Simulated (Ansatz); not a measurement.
# TiO2 (P1) in Ansatz: settings compared

Aim: see how the results for TiO2 move with the level of theory and the settings. Levels: PBEsol, BLYP, PBE. Tasks: relaxation of cell and atoms, single point.

Everything below comes from runs of Ansatz 0.2.0. Logs are shortened: lines on timing, memory, paths and dates and some standing lists are left out, and cuts for length are marked.

### 1 The structure

The typed cell holds 9 atoms: a = 2.968 Å, b = 4.708 Å, c = 7.241 Å, α = 88.08°, β = 78.18°, γ = 90.00°.

The cell comes from a database or a generator and needn't be the stable form of this composition.

### 2 Relaxation of cell and atoms, PBEsol

input.yaml

```yaml
crystal:
  lattice:
    - [2.9682645463, 0.0, 0.0]
    - [0.0002080834, 4.7076067549, 0.0]
    - [1.4835696211, 0.242353462, 7.0834647979]
  atoms:
    - { symbol: Ti, position: [0.00337187, 0.00038881, 0.00070319] }
    - { symbol: Ti, position: [0.34464021, 0.48025965, 0.31695987] }
    - { symbol: Ti, position: [0.66170814, 0.52047436, 0.68449636] }
    - { symbol: O, position: [0.44003816, 0.18543769, 0.1285388] }
    - { symbol: O, position: [0.77792634, 0.29772875, 0.45187807] }
    - { symbol: O, position: [0.10123624, 0.30895342, 0.80624322] }
    - { symbol: O, position: [0.90649721, 0.69183699, 0.19517157] }
    - { symbol: O, position: [0.22940715, 0.70300728, 0.54951473] }
    - { symbol: O, position: [0.56802567, 0.81530006, 0.87282718] }
hamiltonian:
  xc: pbesol
  pseudopotentials: { kind: paw }
kpoints:
  mp_grid: { grid: [9, 6, 4] }
scf:
  occupations: { method: fermi_dirac, width: 0.05 }
output:
  forces: true
  stress: true
  eigenvalues: true
  write_density: true
  write_potential: true
  elf: true
  volumetric_format: npy
relax:
  f_tol: 0.01
  max_steps: 40
  cell: { stress_tol: 0.05 }
```

Potentials or basis: Ansatz PAW.

The run is started by

```sh
$ ansatz run input.yaml --threads 4 --pin off --max-ram 11264MiB --backend cpu --events-out ev --progress --plain --runs-dir out
```

The program printed:

```text
Warning: RAYON_NUM_THREADS=4 ignored (pool sized by the plan → 4); use --threads N
Engine: ansatz 0.2.0, aarch64-unknown-linux-gnu
Pseudopotentials: kind: paw
Pseudopotential: Ti, paw, valence charge 12, recommended cutoff 420 eV (normal), Ti.paw.azcp
Pseudopotential: O, paw, valence charge 6, recommended cutoff 420 eV (normal), O.paw.azcp
Functional definition: PBEsol
  exchange = pbesol_x
  correlation = pbesol_c
Crystal: 9 atoms, lattice volume = 98.980 Å³
Basis set: ecut = 420 eV, 1911 PW (Γ), exchange–correlation on 40×64×100 points (8 copies of the dense FFT grid, shifted against one another)
Bands: 45, of which v1, the nominal top of the filled ones, is band 36 counted from 1 (35 counted from 0)
Symmetry: 1 space group operations
Space group: P1 (ITA 1), of the structure as read, at distance tolerance 4.6e-5 Å
k-points: 110 of 216 (time reversal used)
Non-local potential: Ti, projectors of the file, l = 0: 3, l = 1: 2, l = 2: 3, l = 3: 1
Non-local potential: O, projectors of the file, l = 0: 2, l = 1: 2, l = 2: 1
PAW form: soft (Blöchl's): semilocal exchange-correlation on the pseudo side does not see the compensation charge
PAW frozen core: Ti, regenerated for the run's functional, and the local potential with it (the file was generated under x = pbe(κ = 0.804, μ = 0.2195149727645171), c = pbe(β = 0.06672455060314922))
PAW frozen core: O, regenerated for the run's functional, and the local potential with it (the file was generated under x = pbe(κ = 0.804, μ = 0.2195149727645171), c = pbe(β = 0.06672455060314922))
PAW one-centre angular grid: Ti, 590 points (default); XC on 64 Gauss nodes
PAW one-centre angular grid: O, 110 points (default); XC on 64 Gauss nodes
Initial density: superposition of atomic densities (neutral atoms: chi_scale 0, normalization atom), corrected by the library's trained network
Initial wavefunctions: pseudopotential atomic-orbital guess
Functional: x = pbesol(κ = 0.804, μ = 0.12345679012345678), c = pbesol(β = 0.046)
SCF iter   1: F=—  HF=-10799.217831 eV  |F-HF|=—  |Δ(HF+E_count)|=         —  Δρ=1.85e-2  dr2=2.93e-1  ethr=1.77e-3  ⟨swp⟩=5.2  Hψ=19517  notcnv=0
preconditioner: auto → Resta (q_TF=auto, 2.587 Å⁻¹)  ε∞=8.7  [insulator: Δε(μ)=2.059 eV  Ē_g=9.307 eV  σ=0.050 eV  W_gap=1.00  n_scr=30 (ndim 8)  ℏωp=25.9 eV  f_vac=0.074  D(μ)=0.00/eV (n_scr^D=0)  ε∞_Penn≈8.7]
SCF iter   2: F=—  HF=-10799.171400 eV  |F-HF|=—  |Δ(HF+E_count)|=   4.64e-2  Δρ=9.08e-3  dr2=7.42e-2  ethr=4.07e-4  ⟨swp⟩=2.0  Hψ=8676  notcnv=0  defer=200
SCF iter   3: F=—  HF=-10799.158477 eV  |F-HF|=—  |Δ(HF+E_count)|=   1.29e-2  Δρ=2.63e-3  dr2=5.25e-3  ethr=1.03e-4  ⟨swp⟩=2.0  Hψ=7516  notcnv=0  defer=200
SCF iter   4: F=—  HF=-10799.157555 eV  |F-HF|=—  |Δ(HF+E_count)|=   9.22e-4  Δρ=6.22e-4  dr2=3.13e-4  ethr=7.30e-6  ⟨swp⟩=2.0  Hψ=9185  notcnv=0  defer=200
SCF iter   5: F=—  HF=-10799.157644 eV  |F-HF|=—  |Δ(HF+E_count)|=   8.87e-5  Δρ=3.96e-4  dr2=1.81e-4  ethr=4.34e-7  ⟨swp⟩=2.0  Hψ=7054  notcnv=0  defer=200
SCF iter   6: F=—  HF=-10799.157617 eV  |F-HF|=—  |Δ(HF+E_count)|=   2.71e-5  Δρ=9.84e-5  dr2=8.91e-6  ethr=2.52e-7  ⟨swp⟩=2.0  Hψ=6709  notcnv=0  defer=200
SCF iter   7: F=—  HF=-10799.157613 eV  |F-HF|=—  |Δ(HF+E_count)|=   4.27e-6  Δρ=5.16e-5  dr2=3.03e-6  ethr=1.24e-8  ⟨swp⟩=2.0  Hψ=8696  notcnv=0  defer=200
SCF iter   8: F=—  HF=-10799.157613 eV  |F-HF|=—  |Δ(HF+E_count)|=   3.80e-7  Δρ=1.92e-5  dr2=3.52e-7  ethr=4.20e-9  ⟨swp⟩=2.0  Hψ=6538  notcnv=0  defer=200
SCF iter   9: F=-10799.157613 eV  HF=-10799.157613 eV  |F-HF|=1.25e-8  |Δ(HF+E_count)|=   2.14e-8  Δρ=6.32e-6  dr2=5.43e-8  ethr=1.39e-10  ⟨swp⟩=13.4  Hψ=33445  notcnv=0
SCF 1 converged in 9 iterations: F = -10799.157613 eV  dr2 = 5.43e-8
relax step   1: F+E_penalty+E_count = -10799.15761309 eV  Δ(F+E_penalty+E_count) = +0.000e0 eV  max|allowed force component| = 1.818e-1 eV/Å  Δτ_max = 0.0000 Å  P = -2.850 GPa  Ω = 98.980 Å³  (9 SCF iters, dr2 threshold 1.00e-7 eV, accepted)
[... 14 lines left out ...]
relax step   8: F+E_penalty+E_count = -10799.17305113 eV  Δ(F+E_penalty+E_count) = -2.097e-4 eV  max|allowed force component| = 1.725e-3 eV/Å  Δτ_max = 0.0036 Å  P = +0.003 GPa  Ω = 97.942 Å³  energy of the carried Pulay correction = +1.584e-4 eV  (6 SCF iters, dr2 threshold 4.30e-8 eV, accepted)
[... 8 lines left out ...]
relax step   9: F+E_penalty+E_count = -10799.17288829 eV  Δ(F+E_penalty+E_count) = +1.628e-4 eV  max|allowed force component| = 1.732e-3 eV/Å  Δτ_max = 0.0000 Å  P = +0.002 GPa  Ω = 97.942 Å³  stress off target by 5.20e-3 GPa  SCF on the basis re-selected at this cell (its energy is not comparable with the rows above)  (6 SCF iters)
basis re-selected at this cell: Δ(F+E_penalty+E_count) = +1.628e-4 eV, ΔP = -0.001 GPa vs the last step (what re-selecting the basis moved, of the pressure what is left beyond the Pulay correction that the steps carried, after the strain that the cell walked since its last selection, with what the two solves' SCF thresholds leave and, on support functions, any second-order correction that the steps lacked; it is no measure of the basis error at this ecutwfc). This SCF's stress stands 5.20e-3 GPa from its target on what of the cell is left free (relax.cell.stress_tol is 5.00e-2 GPa) and its largest allowed force component is 1.73e-3 eV/Å (relax.f_tol is 1.00e-2 eV/Å): within both
SCF converged after 6 iterations
Free energy (F): -10799.172888 eV
Harris-Foulkes:  -10799.172888 eV  (|F-HF|=4.73e-11)
Internal energy: -10799.172888 eV  (E = F + TS)
E sigma→0 (E₀):  -10799.172888 eV
Fermi energy:    9.090393 eV
--- Per-component energies (eV) ---
  E_band       = -646.022978
  E_kinetic    = 1866.825270
  E_local      = -5202.238023  (includes V_loc(G=0)·N_el)
  E_nonlocal   = 300.531475
  E_hartree    = 2015.638135
  E_xc         = -730.694877
  E_vxc        = -930.090926  (∫ρ·V_xc dr)
  E_paw        = -3973.124040  (= ΣΔE_a)
  E_vpaw       = -712.342192  (= ΣTr[D̂ρ^β])
  E_aug_tail   = 0.015268  (compensation charges beyond the density's cutoff)
  E_ewald      = -5076.755977
  E_core_change = 0.629880  (= ΣΔE_core)
  E_smearing   = -0.000000  (= −TS)
  E_closure    = 0.000000  (closes the sum)
  Σ components = -10799.172888   (vs F -10799.172888, Δ=0.00e0)
--- Forces (eV/Å), atoms counted from 1 ---
  atom   1  Ti     0.00029457    -0.00001693    -0.00000822
  atom   2  Ti     0.00006006     0.00010782    -0.00108141
  atom   3  Ti     0.00011587    -0.00011858     0.00101182
  atom   4  O     -0.00011223     0.00078162     0.00141287
  atom   5  O     -0.00002827     0.00098409    -0.00104127
  atom   6  O     -0.00005497    -0.00172951    -0.00018056
  atom   7  O     -0.00007225     0.00173205     0.00018993
  atom   8  O     -0.00008222    -0.00097616     0.00107926
  atom   9  O     -0.00012054    -0.00076433    -0.00138224
  max |Σ_I F_I| component: 1.77e-7 eV/Å
--- Stress (GPa, compression-positive) ---
       -0.000223      -0.000251       0.000106
       -0.000251       0.005071       0.000763
        0.000106       0.000763       0.000146
  P = ⅓ Tr σ = 0.0017 GPa (0.017 kbar)
--- Band table (eV; the first three rows and the last of 110) ---
  k-point 0: bands = ["-48.3805", "-48.2553", "-48.2161", "-24.8331", "-24.7989", "-24.7321", "-24.6082", "-24.6019", "-24.5660", "-24.4872", "-24.4744", "-24.4139", "-9.9047", "-8.8951", "-8.8316", "-8.2621", "-8.2619", "-7.9369", "2.9138", "3.1120", "3.4223", "3.5484", "4.1993", "4.3722", "4.6878", "4.7034", "4.7316", "5.3368", "5.8430", "6.3218", "6.3793", "6.9932", "7.5324", "7.5853", "7.6824", "7.8958", "10.2426", "10.6676", "10.7811", "10.9058", "11.1378", "11.2007", "11.4284", "11.7587", "12.6658"]
[... 3 lines left out ...]
--- Relaxed structure (7 steps of the walk, 7 accepted, 2 SCFs on fresh bases) ---
  F+E_penalty+E_count = -10799.17288829 eV   max|allowed force component| = 1.732e-3 eV/Å   (the final SCF, on the basis selected at the relaxed cell)
  cell:  # Å, volume = 97.9419 Å³
    - [2.948072735061892, -6.139671900752465e-5, 0.00011848132692596253]
    - [0.0001092939608212634, 4.708326130575146, -0.02610004324549356]
    - [1.4737552737962618, 0.20308745640523299, 7.055021259925943]
  atoms:
    - { symbol: Ti, position: [0.0034705124024474237, 0.00037631845476683367, 0.0007044056595332711] }
    - { symbol: Ti, position: [0.3453199139034086, 0.4860637965444345, 0.3173823420362733] }
    - { symbol: Ti, position: [0.6619880949559703, 0.5146894606507094, 0.6840269527206655] }
    - { symbol: O, position: [0.4401304430372792, 0.1880317808292741, 0.1277887550560303] }
    - { symbol: O, position: [0.7792556312038292, 0.29943987274104134, 0.4495495277486741] }
    - { symbol: O, position: [0.10184703558601216, 0.3044192228007885, 0.80437849979614] }
    - { symbol: O, position: [0.905522019253584, 0.6963333411568112, 0.19702801319981908] }
    - { symbol: O, position: [0.22810091381349007, 0.7013127314971604, 0.551857009565502] }
    - { symbol: O, position: [0.5672164258439798, 0.8127204853250136, 0.8736174842173622] }
```

Run time: 2.4 min. Hardware: 4 threads of Arm Neoverse V2, shared host; peak memory 0.66 GiB.

What came out:

```yaml
Free_energy: -10799.1729 eV
Relaxed_volume: 10.88 Å³/atom
Relaxed_cell: a = 2.948 Å, b = 4.708 Å, c = 7.210 Å, α = 88.70°, β = 78.20°, γ = 90.00°
Space_group_after_relaxing_to_0.05_Å: C2/m (No. 12)
Energy_gained_by_relaxing: 1.7 meV/atom
Ionic_steps: 9
Pressure_after_relaxing: 0.0 GPa
Band_gap_on_the_k_mesh: 2.29 eV, indirect (least direct gap 2.35 eV)
```

The path:
```csv
step,energy change (eV),largest force (eV/Å),volume (Å³)
1,0.0000,0.1867,98.98
2,-0.0164,0.1256,98.12
3,-0.0191,0.0474,97.89
4,-0.0188,0.0595,97.95
5,-0.0193,0.0215,97.99
6,-0.0195,0.0090,97.98
7,-0.0152,0.0089,97.98
8,-0.0154,0.0017,97.94
9,-0.0153,0.0017,97.94
```

Final structure:
```
Ti O
1.0
     2.94807   -0.00006    0.00012
     0.00011    4.70833   -0.02610
     1.47376    0.20309    7.05502
Ti O
3 6
Direct
  0.00347 0.00038 0.00070
  0.34532 0.48606 0.31738
  0.66199 0.51469 0.68403
  0.44013 0.18803 0.12779
  0.77926 0.29944 0.44955
  0.10185 0.30442 0.80438
  0.90552 0.69633 0.19703
  0.22810 0.70131 0.55186
  0.56722 0.81272 0.87362
```

Caveat: odd divisions of the mesh miss points on the zone boundary, where band edges often lie, so the gap on the mesh can be too wide; the plane-wave basis is chosen anew once the cell has moved, so the energies of steps on either side of that aren't comparable; the pressure holds a Pulay correction of +0.8 GPa for the finite cutoff; the PAW data sets come from PBE, with cores solved anew for the run's functional, which leaves a small shift of forces and pressure.

### 3 Relaxation of cell and atoms, BLYP

input.yaml: that of step 2 with these lines changed.

```diff
@@ -16,3 +16,3 @@
 hamiltonian:
-  xc: pbesol
+  xc: blyp
   pseudopotentials: { kind: paw }
```

Potentials or basis: Ansatz PAW.

The run is started by

```sh
$ ansatz run input.yaml --threads 4 --pin off --max-ram 11264MiB --backend cpu --events-out ev --progress --plain --runs-dir out
```

Run time: 5.8 min. Hardware: 4 threads of Arm Neoverse V2, shared host; peak memory 0.69 GiB.

It converged, with:

| Property | Result |
| --- | --- |
| Free energy | -10947.1482 eV |
| Relaxed volume | 11.59 Å³/atom |
| Relaxed cell | a = 3.008 Å, b = 4.826 Å, c = 7.345 Å, α = 88.31°, β = 78.20°, γ = 89.98° |
| Space group after relaxing (to 0.05 Å) | C2 (No. 5) |
| Energy gained by relaxing | 14.0 meV/atom |
| Ionic steps | 19 |
| Pressure after relaxing | 0.0 GPa |
| Largest force after relaxing | 0.008 eV/Å |
| Band gap on the k mesh | 2.33 eV, indirect (least direct gap 2.33 eV) |

Forces in eV/Å, atoms in the order of the input:
```
Ti   0.000 -0.001  0.001
Ti   0.000 -0.001  0.006
Ti   0.000  0.001 -0.008
O    0.000  0.000 -0.001
O    0.000  0.002  0.000
O    0.000 -0.001  0.002
O    0.000  0.002 -0.003
O    0.000 -0.001  0.002
O    0.000  0.000  0.001
```

The path:
```tsv
step	energy change (eV)	largest force (eV/Å)	volume (Å³)
1	0.0000	0.3079	98.98
2	-0.0845	0.2110	102.52
3	-0.0881	0.0393	103.44
4	-0.0880	0.0222	103.52
5	-0.0881	0.0138	103.52
6	-0.0882	0.0028	103.52
7	-0.0882	0.0029	103.52
8	-0.0882	0.0033	103.52
9	-0.0882	0.0035	103.52
10	-0.0882	0.0043	103.52
11	-0.0882	0.0080	103.53
12	-0.0881	0.0118	103.54
13	-0.0896	0.0623	103.68
14	-0.0910	0.0071	103.80
15	-0.1247	0.0071	103.80
16	-0.1222	0.0324	104.38
17	-0.1227	0.0330	104.33
18	-0.1230	0.0076	104.31
19	-0.1258	0.0076	104.31
```

Final structure:
```cif
data_structure
_symmetry_space_group_name_H-M 'P 1'
_symmetry_Int_Tables_number 1
_cell_length_a 3.0077
_cell_length_b 4.8260
_cell_length_c 7.3446
_cell_angle_alpha 88.309
_cell_angle_beta 78.199
_cell_angle_gamma 89.982
_cell_volume 104.31
loop_
_atom_site_label
_atom_site_type_symbol
_atom_site_fract_x
_atom_site_fract_y
_atom_site_fract_z
_atom_site_occupancy
Ti1 Ti 0.96813 0.00048 0.00069 1
Ti2 Ti 0.33695 0.48396 0.31628 1
Ti3 Ti 0.65634 0.51681 0.68523 1
O1 O 0.44868 0.18661 0.12883 1
O2 O 0.78613 0.30475 0.44943 1
O3 O 0.10975 0.30638 0.80592 1
O4 O 0.91548 0.69444 0.19545 1
O5 O 0.23443 0.69579 0.55201 1
O6 O 0.57694 0.81414 0.87249 1
```

Levels at points of the mesh, in eV from the valence-band top:
```csv
k point,band 34,band 35,band 36,band 37,band 38,band 39
"(0.00, 0.00, 0.00)",-0.43,-0.29,-0.04,2.33,2.65,2.70
"(0.00, 0.00, -0.50)",-0.75,-0.31,-0.11,2.38,2.59,2.60
"(0.00, -0.50, 0.00)",-0.83,-0.75,-0.70,2.35,2.58,2.68
"(0.00, -0.50, -0.50)",-0.70,-0.67,-0.23,2.34,2.55,2.62
```

Caveat: odd divisions of the mesh miss points on the zone boundary, where band edges often lie, so the gap on the mesh can be too wide; the plane-wave basis is chosen anew once the cell has moved, so the energies of steps on either side of that aren't comparable; the pressure holds a Pulay correction of +0.8 GPa for the finite cutoff; the PAW data sets come from PBE, with cores solved anew for the run's functional, which leaves a small shift of forces and pressure.

### 4 Single point, PBE

input.yaml: that of step 3 with these lines changed.

```diff
@@ -16,6 +16,6 @@
 hamiltonian:
-  xc: blyp
+  xc: pbe
   pseudopotentials: { kind: paw }
 kpoints:
-  mp_grid: { grid: [9, 6, 4] }
+  mp_grid: { grid: [4, 3, 2] }
 scf:
@@ -26,9 +26 @@
   eigenvalues: true
-  write_density: true
-  write_potential: true
-  elf: true
-  volumetric_format: npy
-relax:
-  f_tol: 0.01
-  max_steps: 40
-  cell: { stress_tol: 0.05 }
```

The run is started by

```sh
$ ansatz run input.yaml --threads 4 --pin off --max-ram 11264MiB --backend cpu --events-out ev --progress --plain --runs-dir out
```

Run time: 1.7 s. Hardware: 4 threads of Arm Neoverse V2, shared host; peak memory 0.38 GiB.

It converged, with:

| Property | Result |
| --- | --- |
| Free energy | -10915.7304 eV |
| Pressure | 3.7 GPa |
| Largest force | 0.110 eV/Å |
| Band gap on the k mesh | 2.32 eV, direct |

Forces on the atoms (eV/Å):
```
Ti   0.000 -0.002  0.002
Ti   0.004 -0.001  0.089
Ti   0.001  0.005 -0.092
O    0.000 -0.006  0.033
O    0.009 -0.109  0.012
O   -0.002 -0.052 -0.005
O   -0.001  0.051  0.005
O   -0.005  0.108 -0.011
O   -0.006  0.007 -0.032
```

Stress tensor (GPa, compression positive):
```
 3.56 -0.02  0.01
-0.02  3.96 -0.11
 0.01 -0.11  3.57
```

Levels at points of the mesh, in eV from the valence-band top:
```
             k point  band 34  band 35  band 36  band 37  band 38  band 39
  (0.00, 0.00, 0.00)    -0.30    -0.21     0.00     2.32     2.72     2.86
 (0.00, 0.00, -0.50)    -0.78    -0.23    -0.09     2.45     2.71     2.88
 (-0.50, 0.00, 0.00)    -1.23    -1.10    -0.98     2.60     2.68     3.28
(-0.50, 0.00, -0.50)    -1.23    -1.10    -0.98     2.60     2.68     3.28
```

Caveat: the k mesh is coarse (spacing up to 0.54 Å⁻¹), so the values aren't converged; odd divisions of the mesh miss points on the zone boundary, where band edges often lie, so the gap on the mesh can be too wide; the pressure holds a Pulay correction of +0.7 GPa for the finite cutoff. A k mesh can miss the band edges.

### 5 Summary

```csv
task,level,cell,k mesh,mesh quality,gap on the mesh (eV),pressure (GPa),relaxed volume (Å³/atom),largest force (eV/Å)
relaxation of cell and atoms,PBEsol,relaxed,9 × 6 × 4,not flagged,2.29,0.0,10.88,-
relaxation of cell and atoms,BLYP,relaxed,9 × 6 × 4,not flagged,2.33,0.0,11.59,0.01
single point,PBE,as given,4 × 3 × 2,coarse,2.32,3.7,-,0.11
```

Alike in all rows: potentials or basis Ansatz PAW; no spin polarisation; cutoff (eV) 420; smearing fermi-dirac 0.05 eV.

Caveats: some runs use coarse meshes; odd divisions of the mesh miss points on the zone boundary, where band edges often lie, so the gap on the mesh can be too wide; the plane-wave basis is chosen anew once the cell has moved, so the energies of steps on either side of that aren't comparable (some runs); the PAW data sets come from PBE, with cores solved anew for the run's functional, which leaves a small shift of forces and pressure (some runs).

Total energies depend on the potentials used, so only differences within one code and one set of settings carry meaning.
